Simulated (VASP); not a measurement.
A run of VASP 6.6.1 is set up as follows.

The input INCAR:

```
ALGO = Normal
EDIFF = 1E-7
EDIFFG = -0.005
ENCUT = 600
IBRION = 2
ISIF = 3
ISMEAR = 0
KPAR = 2
LASPH = T
LCHARG = F
LMIXTAU = T
LREAL = F
LWAVE = F
METAGGA = R2SCAN
NELM = 60
NSW = 40
PREC = Accurate
SIGMA = 0.02
```

Contents of KPOINTS:

```
k-points
0
Gamma
  6 6 9
```

File POSCAR:

```
SiO2
1.0
    4.1474130400      0.0000000000      0.0000000000
    0.0000000000      4.1474130400      0.0000000000
    0.0000000000      0.0000000000      2.7037501700
Si O
2 4
Direct
    0.5000000000      0.5000000000      0.5000000000
    0.0000000000      0.0000000000      0.0000000000
    0.6942292300      0.6942292300      0.0000000000
    0.8057707700      0.1942292300      0.5000000000
    0.3057707700      0.3057707700      0.0000000000
    0.1942292300      0.8057707700      0.5000000000
```

Potentials or basis: VASP PAW PBE potentials, release 64 (Si, O).

Command:

```sh
$ cat potpaw_PBE.64/Si/POTCAR potpaw_PBE.64/O/POTCAR > POTCAR
$ mpirun -np 2 vasp_std > vasp.out
```

Problem. Predict the space group after relaxing (to 0.05 Å).

Solution. P4_2/mnm (No. 136).

Problem. Estimate the relaxed cell.

Solution. a = 4.181 Å, b = 4.181 Å, c = 2.672 Å, α = 90.00°, β = 90.00°, γ = 90.00°.

Final structure:
```xyz
6
Lattice="4.1811 0.0000 0.0000 0.0000 4.1811 0.0000 0.0000 0.0000 2.6721" Properties=species:S:1:pos:R:3 pbc="T T T"
Si    2.0906    2.0906    1.3361
Si    0.0000    0.0000    0.0000
O     2.9021    2.9021    0.0000
O     3.3695    0.8116    1.3361
O     1.2790    1.2790    0.0000
O     0.8116    3.3695    1.3361
```

 Zero-point motion and thermal expansion aren't in these numbers.
